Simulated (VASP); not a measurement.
# MoS2 in VASP: one cell, several levels of theory

Aim: gap, levels, forces and stress of MoS2 in the database structure at fixed geometry. Runs: PBE, r2SCAN.

Code: VASP 6.6.1. PAW datasets, plane waves. Calculated at 0 K for a non-magnetic cell.

## 1. Starting point

The cell comes from an earlier relaxation with r2SCAN+rVV10 in another program, then strained, with the atoms relaxed again.

Space group P-6m2 (No. 187), hexagonal; conventional cell a = 3.171 Å, c = 6.810 Å, 19.77 Å³ an atom. Around Mo lie 6 S at 2.40 Å; around S lie 3 Mo at 2.40 Å.

The structure in full:

```cif
data_structure
_symmetry_space_group_name_H-M 'P-6m2'
_symmetry_Int_Tables_number 187
_cell_length_a 3.1710
_cell_length_b 3.1710
_cell_length_c 6.8100
_cell_angle_alpha 90.000
_cell_angle_beta 90.000
_cell_angle_gamma 120.000
_cell_volume 59.30
loop_
_atom_site_label
_atom_site_type_symbol
_atom_site_symmetry_multiplicity
_atom_site_Wyckoff_symbol
_atom_site_fract_x
_atom_site_fract_y
_atom_site_fract_z
_atom_site_occupancy
Mo1 Mo 1 a 0.00000 0.00000 0.00000 1
S1 S 2 h 0.33333 0.66667 0.22853 1
```

## 2. Single point with PBE

The input, INCAR:

```
ENCUT = 520.000000
SIGMA = 0.020000
EDIFF = 1.00e-07
GGA = PE
PREC = Accurate
IBRION = -1
ISIF = 2
ISMEAR = -1
NBANDS = 20
NELM = 120
NSW = 0
LASPH = .TRUE.
LCHARG = .FALSE.
LWAVE = .FALSE.
LREAL = .FALSE.
```

The input, KPOINTS:

```
KPOINTS created by Atomic Simulation Environment
0
Gamma
12 12 4
0 0 0
```

The input, KPOINTS_OPT:

```
special points
6
Reciprocal
0.0000000000 0.0000000000 0.0000000000 1
0.5000000000 0.0000000000 0.0000000000 1
0.3333333333 0.3333333333 0.0000000000 1
0.0000000000 0.0000000000 0.5000000000 1
0.5000000000 0.0000000000 0.5000000000 1
0.3333333333 0.3333333333 0.5000000000 1
```

The input, POSCAR:

```
Mo S
 1.0000000000000000
     3.1709589631696486    0.0000000000000000    0.0000000000000000
    -1.5854794815848243    2.7461310164628805    0.0000000000000000
     0.0000000000000000    0.0000000000000000    6.8100136477380895
 Mo  S
   1   2
Cartesian
  0.0000000000000000 -0.0000000000000001  0.0000000000000000
  0.0000000000000001  1.8307540109752536  1.5562807339152809
  0.0000000000000001  1.8307540109752536  5.2537329138228088
```

The run uses the recommended PBE PAW datasets (26 valence electrons a neutral cell).

Launch:

```console
> mpirun -np 1 vasp_std
```

Printed to the terminal (iteration lines stand in OSZICAR):

```text
POSCAR found type information on POSCAR MoS
 POSCAR found :  2 types and       3 ions
 LDA part: xc-table for (Slater+PW92), standard interpolation
 POSCAR, INCAR and KPOINTS ok, starting setup
 FFT: planning ... GRIDC
 FFT: planning ... GRID_SOFT
 FFT: planning ... GRID
 WAVECAR not read
 entering main loop
 Start KPOINTS_OPT (optional k-point list driver)
k-point batch [1-6\6]
```

OSZICAR:

```text
N       E                     dE             d eps       ncg     rms          rms(c)
DAV:   1     0.184016873779E+03    0.18402E+03   -0.13228E+04  2304   0.121E+03
DAV:   2    -0.155397833896E+02   -0.19956E+03   -0.19407E+03  2804   0.310E+02
DAV:   3    -0.232246415071E+02   -0.76849E+01   -0.76119E+01  2876   0.572E+01
DAV:   4    -0.233179592842E+02   -0.93318E-01   -0.93266E-01  2812   0.662E+00
DAV:   5    -0.233196628176E+02   -0.17035E-02   -0.17035E-02  2872   0.867E-01    0.242E+01
DAV:   6    -0.222213221131E+02    0.10983E+01   -0.10736E+01  2460   0.197E+01    0.892E+00
DAV:   7    -0.219369350062E+02    0.28439E+00   -0.39747E+00  2368   0.114E+01    0.589E+00
DAV:   8    -0.218286066821E+02    0.10833E+00   -0.55337E-01  2584   0.458E+00    0.167E+00
DAV:   9    -0.218297442825E+02   -0.11376E-02   -0.23824E-02  2692   0.937E-01    0.629E-01
DAV:  10    -0.218287431213E+02    0.10012E-02   -0.92522E-03  2600   0.641E-01    0.118E-01
DAV:  11    -0.218288053014E+02   -0.62180E-04   -0.59837E-04  2640   0.169E-01    0.652E-02
DAV:  12    -0.218288081161E+02   -0.28147E-05   -0.73179E-05  2676   0.539E-02    0.234E-02
DAV:  13    -0.218288448509E+02   -0.36735E-04   -0.53834E-05  2456   0.387E-02    0.174E-02
DAV:  14    -0.218288462123E+02   -0.13614E-05   -0.35095E-06  3036   0.112E-02    0.733E-03
DAV:  15    -0.218288467685E+02   -0.55619E-06   -0.90016E-07  2516   0.601E-03    0.341E-03
DAV:  16    -0.218288467796E+02   -0.11066E-07   -0.21336E-07  2404   0.308E-03
   1 F= -.21828847E+02 E0= -.21828847E+02  d E =-.250999E-12
       N       E                     dE             ncg
DAV:   1     0.140985893749E+04   -0.48766E+04      248
DAV:   2     0.264328428614E+03   -0.11455E+04      308
DAV:   3     0.225914639551E+03   -0.38414E+02      280
DAV:   4     0.225415640675E+03   -0.49900E+00      308
DAV:   5     0.225407747781E+03   -0.78929E-02      276
DAV:   6     0.225407524053E+03   -0.22373E-03      324
DAV:   7     0.225407516848E+03   -0.72050E-05      268
DAV:   8     0.225407516542E+03   -0.30553E-06      276
DAV:   9     0.225407516529E+03   -0.12758E-07      180
```

The lines after F= are the extra pass for the points of KPOINTS_OPT, at fixed density; their E is not a total energy.

OUTCAR, selected sections:

```text
k-points           NKPTS =     57   k-points in BZ     NKDIM =     57   number of bands    NBANDS=     20

   NELECT =      26.0000    total number of electrons

   dimension x,y,z NGX =    24 NGY =   24 NGZ =   54
   dimension x,y,z NGXF=    48 NGYF=   48 NGZF=  108

  energy-cutoff  :      520.00
  volume of cell :       59.30
      direct lattice vectors                 reciprocal lattice vectors
     3.170958963  0.000000000  0.000000000     0.315362012  0.182074343  0.000000000
    -1.585479482  2.746131016  0.000000000     0.000000000  0.364148686  0.000000000
     0.000000000  0.000000000  6.810013648     0.000000000  0.000000000  0.146842584

 k-points in reciprocal lattice and weights: KPOINTS created by Atomic Simulation Env
   0.00000000  0.00000000  0.00000000       0.002
   0.08333333  0.00000000  0.00000000       0.010
   0.16666667  0.00000000  0.00000000       0.010
   0.25000000 -0.00000000  0.00000000       0.010
   0.33333333  0.00000000  0.00000000       0.010
   0.41666667  0.00000000  0.00000000       0.010
   0.50000000 -0.00000000  0.00000000       0.005
   0.08333333  0.08333333  0.00000000       0.010
[... 49 more k-points ...]

 E-fermi :   6.4714

 k-point     1 :       0.0000    0.0000    0.0000
  band No.  band energies     occupation
      1     -55.2379      2.00000
      2     -29.3897      2.00000
      3     -29.1713      2.00000
      4     -29.1713      2.00000
      5      -8.5676      2.00000
      6      -7.1369      2.00000
      7      -0.2919      2.00000
      8       2.9697      2.00000
      9       2.9697      2.00000
     10       4.1004      2.00000
     11       4.1004      2.00000
     12       4.4668      2.00000
     13       5.2573      2.00000
     14       8.4269      0.00000
     15       8.4269      0.00000
     16       8.6331      0.00000
     17       8.6331      0.00000
     18      11.7018      0.00000
     19      13.3890      0.00000
     20      14.8693      0.00000

 k-point     2 :       0.0833    0.0000    0.0000
  band No.  band energies     occupation
      1     -55.2353      2.00000
      2     -29.3845      2.00000
      3     -29.1980      2.00000
      4     -29.1774      2.00000
      5      -8.4634      2.00000
      6      -7.0961      2.00000
      7      -0.1736      2.00000
      8       2.7370      2.00000
      9       3.0782      2.00000
     10       3.5642      2.00000
     11       3.9353      2.00000
     12       4.8255      2.00000
     13       5.2422      2.00000
     14       8.2996      0.00000
     15       8.3254      0.00000
     16       8.5145      0.00000
     17       8.6117      0.00000
     18      12.1762      0.00000
     19      13.5494      0.00000
     20      15.3428      0.00000

 k-point     3 :       0.1667    0.0000    0.0000
  band No.  band energies     occupation
      1     -55.2281      2.00000
      2     -29.3702      2.00000
      3     -29.2702      2.00000
      4     -29.1939      2.00000
      5      -8.1670      2.00000
      6      -6.9803      2.00000
      7       0.1297      2.00000
      8       2.1969      2.00000
      9       2.8429      2.00000
     10       3.3803      2.00000
     11       3.5467      2.00000
     12       4.9136      2.00000
     13       5.1109      2.00000
     14       7.7446      0.00000
     15       8.2403      0.00000
     16       8.3702      0.00000
     17       9.0369      0.00000
     18      12.9802      0.00000
     19      14.1356      0.00000
     20      15.4994      0.00000

 k-point     4 :       0.2500   -0.0000    0.0000
  band No.  band energies     occupation
      1     -55.2182      2.00000
      2     -29.3675      2.00000
      3     -29.3507      2.00000
      4     -29.2163      2.00000
      5      -7.7278      2.00000
      6      -6.8102      2.00000
      7       0.3953      2.00000
      8       1.6905      2.00000
      9       2.1254      2.00000
     10       3.1113      2.00000
     11       3.8031      2.00000
     12       4.6315      2.00000
     13       4.7678      2.00000
     14       7.5457      0.00000
     15       7.9720      0.00000
     16       8.8009      0.00000
     17       9.4805      0.00000
     18      13.1865      0.00000
     19      14.4626      0.00000
     20      15.0672      0.00000

[... the tables of k-points 5 to 57 left out ...]

  Total        0.6173701      0.6173701      0.9773793      0.0000000      0.0000000      0.0000000
  in kB       16.6800111     16.6800111     26.4066834      0.0000000      0.0000000      0.0000000
  external PRESSURE =      19.9222352 kB  Pullay stress =       0.0000000 kB

 POSITION                                       TOTAL-FORCE (eV/Angst)
 -----------------------------------------------------------------------------------
      0.00000      0.00000      0.00000         0.000000     -0.000000      0.000000
      0.00000      1.83075      1.55628        -0.000000     -0.000000      0.123979
      0.00000      1.83075      5.25373        -0.000000      0.000000     -0.123979
 -----------------------------------------------------------------------------------
    total drift:                               -0.000000      0.000000     -0.000000

  FREE ENERGIE OF THE ION-ELECTRON SYSTEM (eV)
  ---------------------------------------------------
  free  energy   TOTEN  =       -21.8288467796 eV

  energy  without entropy=      -21.8288467796  energy(sigma->0) =      -21.82884678
```

Wall time 46 s (1 MPI rank of Intel Xeon Platinum 8488C, shared host); peak memory 0.25 GiB.

The levels at the points of KPOINTS_OPT are read from vasprun.xml.

Near the gap, in eV above the top of the last filled band v; c is the band after it:

| point | v−1 | v | c | c+1 |
| --- | --- | --- | --- | --- |
| Γ | -1.55 | -0.76 | 2.41 | 2.41 |
| M | -1.41 | -1.20 | 1.87 | 2.32 |
| K | -2.31 | -0.45 | 1.28 | 2.89 |
| A | -1.93 | 0.00 | 2.36 | 2.36 |
| L | -1.36 | -0.89 | 1.88 | 2.45 |
| H | -2.88 | -0.40 | 1.29 | 2.45 |

The PBE gap is 1.28 eV and indirect (A to K), with 1.69 eV as the least direct one. The pressure is 1.99 GPa, and the largest force is 0.124 eV/Å, on atom 2 (S).

## 3. r2SCAN at this geometry

The input, INCAR:

```
ENCUT = 520.000000
SIGMA = 0.010000
EDIFF = 1.00e-07
ALGO = Normal
METAGGA = R2SCAN
PREC = Accurate
IBRION = -1
ISIF = 2
ISMEAR = 0
NBANDS = 20
NELM = 120
NSW = 0
LASPH = .TRUE.
LCHARG = .FALSE.
LWAVE = .FALSE.
LREAL = .FALSE.
```

KPOINTS is that of step 2.

KPOINTS_OPT is that of step 2.

POSCAR is that of step 2.

Launch:

```console
> mpirun -np 1 vasp_std
```

Standard output, without the iteration lines:

```text
POSCAR found type information on POSCAR MoS
 POSCAR found :  2 types and       3 ions
 -----------------------------------------------------------------------------
|                                                                             |
|                                                                             |
|     You enforced a specific xc type in the INCAR file but a different       |
|     I HOPE YOU KNOW WHAT YOU ARE DOING!                                     |
|                                                                             |
 -----------------------------------------------------------------------------

 LDA part: xc-table for (None), standard interpolation
 POSCAR, INCAR and KPOINTS ok, starting setup
 FFT: planning ... GRIDC
 FFT: planning ... GRID_SOFT
 FFT: planning ... GRID
 WAVECAR not read
 entering main loop
 Start KPOINTS_OPT (optional k-point list driver)
k-point batch [1-6\6]
```

OSZICAR:

```text
N       E                     dE             d eps       ncg     rms          rms(c)
DAV:   1     0.157086937811E+03    0.15709E+03   -0.13472E+04  2304   0.124E+03
DAV:   2    -0.467592325066E+02   -0.20385E+03   -0.19827E+03  2796   0.317E+02
DAV:   3    -0.546024577118E+02   -0.78432E+01   -0.77698E+01  2880   0.586E+01
DAV:   4    -0.546903717207E+02   -0.87914E-01   -0.87867E-01  2776   0.655E+00
DAV:   5    -0.546918307798E+02   -0.14591E-02   -0.14590E-02  2856   0.824E-01    0.271E+01
DAV:   6    -0.451816911066E+02    0.95101E+01   -0.11222E+01  2424   0.257E+01    0.900E+00
DAV:   7    -0.450313790312E+02    0.15031E+00   -0.21829E+00  2352   0.910E+00    0.524E+00
DAV:   8    -0.450030883011E+02    0.28291E-01   -0.43323E-01  2652   0.404E+00    0.223E+00
DAV:   9    -0.450041075525E+02   -0.10193E-02   -0.45330E-02  2556   0.143E+00    0.335E-01
DAV:  10    -0.450036064623E+02    0.50109E-03   -0.57545E-03  2628   0.531E-01    0.217E-01
DAV:  11    -0.450036772927E+02   -0.70830E-04   -0.51157E-04  2652   0.155E-01    0.908E-02
DAV:  12    -0.450036833287E+02   -0.60360E-05   -0.11010E-04  2664   0.713E-02    0.391E-02
DAV:  13    -0.450037151063E+02   -0.31778E-04   -0.62805E-05  2488   0.621E-02    0.146E-02
DAV:  14    -0.450037145564E+02    0.54987E-06   -0.22871E-06  2864   0.940E-03    0.990E-03
DAV:  15    -0.450037151281E+02   -0.57166E-06   -0.95733E-07  2564   0.769E-03    0.134E-03
DAV:  16    -0.450037150591E+02    0.69001E-07   -0.23707E-07  2292   0.289E-03
   1 F= -.45003715E+02 E0= -.45003715E+02  d E =-.931868E-63
       N       E                     dE             ncg
DAV:   1     0.134153252118E+04   -0.49449E+04      248
DAV:   2     0.148943466751E+03   -0.11926E+04      300
DAV:   3     0.108155343366E+03   -0.40788E+02      280
DAV:   4     0.107626868511E+03   -0.52847E+00      300
DAV:   5     0.107618401256E+03   -0.84673E-02      284
DAV:   6     0.107618191522E+03   -0.20973E-03      316
DAV:   7     0.107618184878E+03   -0.66432E-05      276
DAV:   8     0.107618184611E+03   -0.26755E-06      260
DAV:   9     0.107618184601E+03   -0.10057E-07      184
```

OUTCAR, selected sections:

```text
k-points           NKPTS =     57   k-points in BZ     NKDIM =     57   number of bands    NBANDS=     20

   NELECT =      26.0000    total number of electrons

   dimension x,y,z NGX =    24 NGY =   24 NGZ =   54
   dimension x,y,z NGXF=    48 NGYF=   48 NGZF=  108

  energy-cutoff  :      520.00
  volume of cell :       59.30
      direct lattice vectors                 reciprocal lattice vectors
     3.170958963  0.000000000  0.000000000     0.315362012  0.182074343  0.000000000
    -1.585479482  2.746131016  0.000000000     0.000000000  0.364148686  0.000000000
     0.000000000  0.000000000  6.810013648     0.000000000  0.000000000  0.146842584

 k-points in reciprocal lattice and weights: KPOINTS created by Atomic Simulation Env
   0.00000000  0.00000000  0.00000000       0.002
   0.08333333  0.00000000  0.00000000       0.010
   0.16666667  0.00000000  0.00000000       0.010
   0.25000000 -0.00000000  0.00000000       0.010
   0.33333333  0.00000000  0.00000000       0.010
   0.41666667  0.00000000  0.00000000       0.010
   0.50000000 -0.00000000  0.00000000       0.005
   0.08333333  0.08333333  0.00000000       0.010
[... 49 more k-points ...]

 E-fermi :   6.0056

 k-point     1 :       0.0000    0.0000    0.0000
  band No.  band energies     occupation
      1     -57.3381      2.00000
      2     -30.7612      2.00000
      3     -30.5340      2.00000
      4     -30.5339      2.00000
      5      -9.4045      2.00000
      6      -7.9013      2.00000
      7      -0.6909      2.00000
      8       2.6683      2.00000
      9       2.6683      2.00000
     10       3.8349      2.00000
     11       3.8349      2.00000
     12       4.2078      2.00000
     13       5.1090      2.00000
     14       8.4509      0.00000
     15       8.4509      0.00000
     16       8.6404      0.00000
     17       8.6404      0.00000
     18      12.1095      0.00000
     19      13.6414      0.00000
     20      15.4900      0.00000

 k-point     2 :       0.0833    0.0000    0.0000
  band No.  band energies     occupation
      1     -57.3351      2.00000
      2     -30.7554      2.00000
      3     -30.5625      2.00000
      4     -30.5404      2.00000
      5      -9.2959      2.00000
      6      -7.8600      2.00000
      7      -0.5683      2.00000
      8       2.4314      2.00000
      9       2.7800      2.00000
     10       3.2748      2.00000
     11       3.6643      2.00000
     12       4.5836      2.00000
     13       5.0920      2.00000
     14       8.3060      0.00000
     15       8.3632      0.00000
     16       8.5175      0.00000
     17       8.6416      0.00000
     18      12.5840      0.00000
     19      13.8111      0.00000
     20      15.9594      0.00000

 k-point     3 :       0.1667    0.0000    0.0000
  band No.  band energies     occupation
      1     -57.3272      2.00000
      2     -30.7397      2.00000
      3     -30.6400      2.00000
      4     -30.5580      2.00000
      5      -8.9873      2.00000
      6      -7.7431      2.00000
      7      -0.2546      2.00000
      8       1.8798      2.00000
      9       2.5276      2.00000
     10       3.0906      2.00000
     11       3.2611      2.00000
     12       4.6845      2.00000
     13       4.9536      2.00000
     14       7.7398      0.00000
     15       8.2339      0.00000
     16       8.4291      0.00000
     17       9.0816      0.00000
     18      13.3495      0.00000
     19      14.4696      0.00000
     20      15.9053      0.00000

 k-point     4 :       0.2500   -0.0000    0.0000
  band No.  band energies     occupation
      1     -57.3163      2.00000
      2     -30.7444      2.00000
      3     -30.7181      2.00000
      4     -30.5820      2.00000
      5      -8.5308      2.00000
      6      -7.5720      2.00000
      7       0.0186      2.00000
      8       1.3622      2.00000
      9       1.7924      2.00000
     10       2.8078      2.00000
     11       3.5238      2.00000
     12       4.4025      2.00000
     13       4.5997      2.00000
     14       7.5304      0.00000
     15       7.9578      0.00000
     16       8.8815      0.00000
     17       9.5413      0.00000
     18      13.5216      0.00000
     19      14.7771      0.00000
     20      15.4882      0.00000

[... the tables of k-points 5 to 57 left out ...]

  Total        0.4259071      0.4259071      0.3058873      0.0000000     -0.0000000     -0.0000000
  in kB       11.5070934     11.5070934      8.2644173      0.0000000     -0.0000000     -0.0000000
  external PRESSURE =      10.4262013 kB  Pullay stress =       0.0000000 kB

 POSITION                                       TOTAL-FORCE (eV/Angst)
 -----------------------------------------------------------------------------------
      0.00000      0.00000      0.00000         0.000000     -0.000000      0.000000
      0.00000      1.83075      1.55628        -0.000000      0.000000     -0.038150
      0.00000      1.83075      5.25373        -0.000000     -0.000000      0.038150
 -----------------------------------------------------------------------------------
    total drift:                                0.000000     -0.000000     -0.000000

  FREE ENERGIE OF THE ION-ELECTRON SYSTEM (eV)
  ---------------------------------------------------
  free  energy   TOTEN  =       -45.0037150591 eV

  energy  without entropy=      -45.0037150591  energy(sigma->0) =      -45.00371506
```

It took 2.5 min on 1 MPI rank of Intel Xeon Platinum 8488C, shared host; peak memory 0.23 GiB.

The levels at the points of KPOINTS_OPT are read from vasprun.xml.

Band energies at the special points (eV, zero at the top of v, the last band that the electrons fill by count):

| point | v−1 | v | c | c+1 |
| --- | --- | --- | --- | --- |
| Γ | -1.68 | -0.78 | 2.56 | 2.56 |
| M | -1.54 | -1.25 | 1.98 | 2.44 |
| K | -2.46 | -0.48 | 1.36 | 3.07 |
| A | -2.07 | 0.00 | 2.51 | 2.51 |
| L | -1.49 | -0.93 | 2.00 | 2.58 |
| H | -3.06 | -0.43 | 1.37 | 2.61 |

The r2SCAN gap is 1.36 eV and indirect (A to K), with 1.80 eV as the least direct one. The pressure is 1.04 GPa, and the largest force is 0.038 eV/Å, on atom 2 (S).

## 4. Results

```
 level  gap (eV)  pressure (GPa)  largest force (eV/Å)
   PBE      1.28            1.99                 0.124
r2SCAN      1.36            1.04                 0.038
```

In words: The gap runs from 1.28 eV (PBE) to 1.36 eV (r2SCAN). The pressure is highest with PBE (2.0 GPa) and lowest with r2SCAN (1.0 GPa), which orders the cells that they would relax to. Forces up to 0.12 eV/Å (PBE) show atoms off their equilibrium places at that level; the least is 0.038 eV/Å (r2SCAN).
